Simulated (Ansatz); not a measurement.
**GaAs: relaxation of cell and atoms with revPBE+D4**

Crystal: GaAs.

```
As Ga
1.0
     0.00000    2.82685    2.82685
     2.82685    0.00000    2.82685
     2.82685    2.82685    0.00000
As Ga
1 1
Direct
  0.75000 0.75000 0.75000
  0.00000 0.00000 0.00000
```

| Item | Value |
| --- | --- |
| Program | Ansatz 0.2.0 |
| Task | relaxation of cell and atoms |
| Functional | revPBE |
| Dispersion | D4 |
| Potentials or basis | all-electron LAPW, scalar-relativistic |
| Basis error allowed | 0.001 eV/atom |
| k mesh | 8 × 8 × 8 |
| Occupations | fermi-dirac, width 0.05 eV |
| Spin | no spin polarisation |

* Relaxed volume: 22.39 Å³/atom
* Relaxed cell: a = 3.986 Å, b = 3.986 Å, c = 3.986 Å, α = 60.00°, β = 60.00°, γ = 60.00°
* Space group after relaxing (to 0.05 Å): F-43m (No. 216)
* Energy gained by relaxing: 0.4 meV/atom
* Ionic steps: 4
* Pressure after relaxing: 0.0 GPa
* Band gap on the k mesh: 0.68 eV

Step by step:
| step | energy change (eV) | largest force (eV/Å) | volume (Å³) |
| --- | --- | --- | --- |
| 1 | 0.0000 | 0.0000 | 45.18 |
| 2 | -0.0008 | 0.0000 | 44.84 |
| 3 | -0.0008 | 0.0000 | 44.77 |
| 4 | -0.0008 | 0.0000 | 44.77 |

Final structure:
```
CELL_PARAMETERS angstrom
0.00000 2.81835 2.81835
2.81835 0.00000 2.81835
2.81835 2.81835 0.00000
ATOMIC_POSITIONS crystal
As 0.75000 0.75000 0.75000
Ga 0.00000 0.00000 0.00000
```

It took 35 s on 1 thread of Arm Neoverse V1, with other jobs on the host, peak memory 0.31 GiB.

A k mesh can miss the band edges. Expect the measured gap to be larger: semilocal functionals such as revPBE lack the derivative discontinuity.
